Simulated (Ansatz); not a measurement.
# MnS (P6_3mc) in Ansatz: a run that goes wrong, beside a sound one

A flawed run on MnS and a sound one for comparison.

All numbers are computed with Ansatz 0.2.0; they aren't measurements. Logs are shortened: lines on timing, memory, paths and dates and some standing lists are left out, and cuts for length are marked.

## Step 1: The crystal as given

The structure is hexagonal, space group P6_3mc (No. 186). The conventional cell has a = 3.954 Å, b = 3.954 Å, c = 6.343 Å, α = 90.00°, β = 90.00°, γ = 120.00°. Mn (site symmetry 3m) is surrounded by 4 S at 2.36 to 2.42 Å. Around S (site symmetry 3m) lie 4 Mn at 2.36 to 2.42 Å.

The cell is a database's computed one.

## Step 2: A run with an altered input

Input file input.yaml:

```yaml
crystal:
  lattice:
    - [3.9535769233, 0.0, 0.0]
    - [-1.9767884617, 3.4238980514, 0.0]
    - [0.0, 0.0, 6.34252886]
  atoms:
    - { symbol: Mn, position: [0.6666666667, 0.3333333333, 0.49884467] }
    - { symbol: Mn, position: [0.3333333333, 0.6666666667, 0.99884467] }
    - { symbol: S, position: [0.3333333333, 0.6666666667, 0.6261543] }
    - { symbol: S, position: [0.6666666667, 0.3333333333, 0.1261543] }
hamiltonian:
  xc: pbesol
  pseudopotentials: { kind: paw }
magnetization:
  spin_polarized: true
  initial_magnetization: 0.0
  spin_locking: { lock_magnetization: hard }
kpoints:
  mp_grid: { grid: [7, 7, 4] }
scf:
  occupations: { method: fermi_dirac, width: 0.05 }
  mixing: { algorithm: anderson, beta: 0.005, ndim: 1 }
  max_iter: 75
output:
  forces: true
  stress: true
  eigenvalues: true
```

Potentials or basis: Ansatz PAW.

Command:

```bash
> ansatz run input.yaml --threads 2 --pin off --max-ram 5632MiB --backend cpu --events-out ev --progress --plain --runs-dir out
```

Output:

```text
Warning: output.stress: scf.convergence.dr2_threshold = 1e-7 eV (the SCF's general default) is looser than the 4e-10 eV advised for a printed stress (1e-10 eV for each atom of the cell: 4). What an SCF threshold leaves in a stress goes as its square root, and in the free energy as the threshold itself, and one threshold admits the most on a small cell: of the crystals measured, under no hybrid functional and no lock of the moments, on runs that ended without the residual-converged pass, on stresses that held no estimate of that error, the worst erred by over 100 MPa in a component at 1e-7 eV an atom and by under 5 at 1e-10. Set scf.convergence.dr2_threshold to 4e-10 eV or tighter. The threshold is an SCF's pass mark: one that does not reach it within its budget of iterations ends unconverged, or closes short of it on a stop that the run arms, and scf.convergence.dr2_threshold's page says what that costs each kind of run
Warning: RAYON_NUM_THREADS=2 ignored (pool sized by the plan → 2); use --threads N
Engine: ansatz 0.2.0, x86_64-unknown-linux-gnu
[... 114 lines left out ...]
  k-point 23 ↓: bands = ["-71.7153", "-71.7153", "-40.8379", "-40.8379", "-40.5067", "-40.5067", "-40.5057", "-40.5057", "-5.9339", "-5.9339", "2.0317", "2.0317", "2.8152", "2.8152", "3.7127", "3.7127", "6.3223", "6.3223", "6.4708", "6.4708", "6.8647", "6.8647", "7.2872", "7.2872", "7.8631", "7.8631"]
End of that report.
Error: SIGTERM received: cancelled by the caller after 0 completed passes of a stability check
```

It took 40 s on 2 threads of AMD EPYC 7R13 (Zen 3), shared host.

The calculation hadn't finished when its time ran out. The input was made wrong on purpose: mixing far too weak (scf.mixing = algorithm anderson, beta 0.005, ndim 1).

## Step 3: Single point, PBEsol, collinear spin, program default start

Changes to input.yaml since step 2:

```diff
@@ -21,4 +21,3 @@
   occupations: { method: fermi_dirac, width: 0.05 }
-  mixing: { algorithm: anderson, beta: 0.005, ndim: 1 }
-  max_iter: 75
+  lower_state_search: "off"
 output:
@@ -27 +26,5 @@
   eigenvalues: true
+  write_density: true
+  write_potential: true
+  elf: true
+  volumetric_format: npy
```

Potentials or basis: Ansatz PAW.

Command:

```bash
> ansatz run input.yaml --threads 2 --pin off --max-ram 5632MiB --backend cpu --events-out ev --progress --plain --runs-dir out
```

Run time: 3.1 s. Hardware: 2 threads of AMD EPYC 7R13 (Zen 3), shared host; peak memory 0.42 GiB.

It converged, with:

```
Free energy     : -9505.6783 eV
Pressure        : -23.2 GPa
Largest force   : 0.102 eV/Å
Net moment      : 0.00 μB per cell
Absolute moment : 0.00 μB per cell
```

Forces in eV/Å, atoms in the order of the input:
```
Mn   0.000  0.000  0.102
Mn   0.000  0.000  0.102
S    0.000  0.000 -0.102
S    0.000  0.000 -0.102
```

Stress tensor (GPa, compression positive):
```
-23.68   0.00   0.00
  0.00 -23.68   0.00
  0.00   0.00 -22.32
```

Caveat: the total moment is fixed, so each spin has its own Fermi level; the PAW data sets come from PBE, with cores solved anew for the run's functional, which leaves a small shift of forces and pressure; the thresholds are loose for stress.
